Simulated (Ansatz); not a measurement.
# Pb: the cost of one run

Program: Ansatz 0.2.0. Level of theory: DFT PBE, scalar-relativistic. These are calculated values, not measurements.

## 1. The starting structure

It takes space group P6_3/mmc (No. 194, hexagonal). Conventional cell: a = 3.480 Å, b = 3.480 Å, c = 5.590 Å, α = 90.00°, β = 90.00°, γ = 120.00°. Around Pb (site symmetry -6m2) lie 12 Pb at 3.44 to 3.48 Å.

Coordinates:

```cif
data_structure
_symmetry_space_group_name_H-M 'P 1'
_symmetry_Int_Tables_number 1
_cell_length_a 3.4800
_cell_length_b 3.4800
_cell_length_c 5.5900
_cell_angle_alpha 90.000
_cell_angle_beta 90.000
_cell_angle_gamma 120.000
_cell_volume 58.63
loop_
_atom_site_label
_atom_site_type_symbol
_atom_site_fract_x
_atom_site_fract_y
_atom_site_fract_z
_atom_site_occupancy
Pb1 Pb 0.33333 0.66667 0.25000 1
Pb2 Pb 0.66667 0.33333 0.75000 1
```

The cell is a deposited one (Crystallography Open Database entry 1537623); the temperature and pressure of the measurement aren't taken into account, and nothing was relaxed.

Atoms are numbered in the order of the input: Pb1, Pb2.

## 2. Volume × 0.94, LAPW

input.yaml

```yaml
crystal:
  lattice:
    - [3.4089603348, 0.0, 0.0]
    - [-1.7044801674, 2.9522462504, 0.0]
    - [0.0, 0.0, 5.4758863477]
  atoms:
    - { symbol: Pb, position: [0.3333333333, 0.6666666667, 0.25] }
    - { symbol: Pb, position: [0.6666666667, 0.3333333333, 0.75] }
kpoints:
  mp_grid: { grid: [12, 12, 7] }
  band_path:
    path:
      - [0.0, 0.0, 0.0]
      - [0.5, 0.0, 0.0]
      - [0.3333333333, 0.3333333333, 0.0]
      - [0.0, 0.0, 0.0]
      - [0.0, 0.0, 0.5]
      - [0.5, 0.0, 0.5]
      - [0.3333333333, 0.3333333333, 0.5]
      - [0.0, 0.0, 0.5]
      - [0.5, 0.0, 0.5]
    npoints: 5
scf:
  occupations: { method: fermi_dirac, width: 0.05 }
hamiltonian:
  xc: pbe
  pseudopotentials: { kind: all_electron, lapw: { basis_error: 0.0005 } }
output:
  forces: true
  stress: true
  eigenvalues: true
```

Launch:

```console
> ansatz run input.yaml --threads 1 --pin off --max-ram 3072MiB --backend cpu --events-out ev --progress --plain --runs-dir out
```

What time and memory should one allow on 1 thread of Intel Xeon Platinum 8375C at 2.90GHz (Ice Lake), shared host?

About 25 s, with a peak of 0.46 GiB.
